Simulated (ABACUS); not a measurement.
Here is an ABACUS 3.10.1 calculation.

Contents of run_abacus.py:

```python
"""ABACUS run from a structure file: ASE reads it, the script writes STRU, KPT and INPUT."""
import re
import subprocess
from ase.io import read
from ase.units import Bohr

atoms = read("GaN.xyz")
atoms = atoms[(-atoms.numbers).argsort(kind="stable")]  # ABACUS lists atoms element by element
pseudo = {'Ga': 'Ga_ONCV_PBE-1.2.upf', 'N': 'N_ONCV_PBE-1.2.upf'}
orbital = {}
magmoms = None
kmesh = [6, 6, 3]
params = {
    'suffix': 'GaN',
    'calculation': 'scf',
    'basis_type': 'pw',
    'pseudo_dir': './',
    'symmetry': 1,
    'dft_functional': 'MGGA_X_R2SCAN+MGGA_C_R2SCAN',
    'ecutwfc': 97,
    'pseudo_rcut': 10,
    'nspin': 1,
    'nbands': 28,
    'ks_solver': 'dav',
    'smearing_method': 'fd',
    'smearing_sigma': 0.00367493,
    'scf_thr': 1e-08,
    'scf_nmax': 100,
    'mixing_type': 'broyden',
    'mixing_beta': 0.7,
    'cal_force': 1,
    'cal_stress': 1,
    'mixing_tau': 1,
    'out_chg': 1,
    'kpar': 4,
}

symbols = atoms.get_chemical_symbols()
elements = list(dict.fromkeys(symbols))
lines = ["ATOMIC_SPECIES"] + [f"{e} {atoms.get_masses()[symbols.index(e)]:.4f} {pseudo[e]}" for e in elements]
if orbital:
    lines += ["", "NUMERICAL_ORBITAL"] + [orbital[e] for e in elements]
lines += ["", "LATTICE_CONSTANT", f"{1 / Bohr:.10f}", "", "LATTICE_VECTORS"]
lines += [" ".join(f"{x:.10f}" for x in v) for v in atoms.cell]
lines += ["", "ATOMIC_POSITIONS", "Direct"]
for e in elements:
    lines += ["", e, "0.0", str(symbols.count(e))]
    for i, p in enumerate(atoms.get_scaled_positions(wrap=False)):
        if symbols[i] == e:
            mag = "" if magmoms is None else " mag " + " ".join(str(x) for x in (magmoms[i] if isinstance(magmoms[i], list) else [magmoms[i]]))
            lines.append(" ".join(f"{x:.10f}" for x in p) + " 1 1 1" + mag)
open("STRU", "w").write("\n".join(lines) + "\n")
open("KPT", "w").write("K_POINTS\n0\nGamma\n%d %d %d 0 0 0\n" % tuple(kmesh))
open("INPUT", "w").write("INPUT_PARAMETERS\n" + "".join(f"{k:<20s}{v}\n" for k, v in params.items()))

done = subprocess.run(['mpirun', '-np', '4', 'abacus'])
if done.returncode:
    raise SystemExit(done.returncode)
log = open("OUT.GaN/running_scf.log").read()
print("final energy (eV):", re.findall(r"FINAL_ETOT_IS (\S+)", log))
```

File GaN.xyz:

```xyz
4
Lattice="3.1800000000 0.0000000000 0.0000000000 -1.5900000000 2.7539607840 0.0000000000 0.0000000000 0.0000000000 5.1660000000" Properties=species:S:1:pos:R:3 pbc="T T T"
Ga     1.5900000002      0.9179869279      2.5830000000
Ga    -0.0000000002      1.8359738561      0.0000000000
N      1.5900000002      0.9179869279      4.5202500000
N     -0.0000000002      1.8359738561      1.9372500000
```

Potentials or basis: SG15 ONCV 1.2 PBE, plane waves.

Run with:

```sh
$ OMP_NUM_THREADS=1 python run_abacus.py > log
```

Q: What does it give for the largest force?

A: 0.121 eV/Å.

Q: Predict the band gap on the k mesh.

A: 2.12 eV, direct.

Q: Estimate the pressure.

A: -1.2 GPa.

Forces in eV/Å, atoms in the order of the input:
```
Ga   0.000  0.000 -0.121
Ga   0.000  0.000 -0.121
N    0.000  0.000  0.121
N    0.000  0.000  0.121
```

Caveat: the potentials were made for another functional, which shifts forces and pressure.

**Measured values to compare with.**

From “Studying electronic properties in GaN without electrical contacts using γ-γ vs e−-γ Perturbed Angular Correlations”, 2019, pmc:6823545, for a bulk crystal of GaN: band gap 3.503 ± 0.005 eV (direct).

A measured gap of GaN is 3.503 eV (direct; quoted in “Studying electronic properties in GaN without electrical contacts using γ-γ vs e−-γ Perturbed Angular Correlations”, 2019, pmc:6823545); the calculated 2.12 eV misses it by -1.38 eV. Spin-orbit coupling on Ga is left out. The value is that of r2SCAN, without temperature or zero-point motion.
